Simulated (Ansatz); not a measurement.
Method: PBE, scalar-relativistic; no spin polarisation; PAW, 420 eV, 6×6×6 k-mesh, Gaussian smearing of 0.05 eV; code Ansatz. The datasets are Ansatz's generated set soft_2.

The calculation on SiX2, where X is one element, gave:

```
Space group                                           : Ibam (No. 72)
Conventional cell                                     : a = 6.701 Å, b = 11.193 Å, c = 5.933 Å, α = 90.00°, β = 90.00°, γ = 90.00°
Volume                                                : 37.08 Å³/atom
Band gap                                              : 2.22 eV
Smallest direct gap                                   : 2.37 eV
Bader charges                                         : Si 2.02; X -1.01 e
Formation energy from the elements (0 K, uncorrected) : -0.46 eV/atom
```

Sites: Si on 4a, X on 8j.

Q: Which element is X?
A. Se
B. Br
C. As
D. Ge

A: A. X is Se, so the compound is SiSe2.

The chain of runs began from a cell as deposited in COD, expanded in volume. The relaxation kept the space group but changed the cell's proportions, one axis by 6 % at equal volume, so the results may not describe the measured structure. The database's entry of this formula in the relaxed cell's space group, Ibam, has axes of 5.851 × 5.998 × 9.669 Å and 28.28 Å³/atom (1982), the relaxed one 5.933 × 6.701 × 11.193 Å and 37.08.

Semilocal functionals underestimate band gaps, commonly by a third or more. The structure is built of weakly bound chains, and this functional has no dispersion term, so their spacing and all that hangs on it (volume, the soft elastic constants, low modes, dielectric constants) are poorly given.
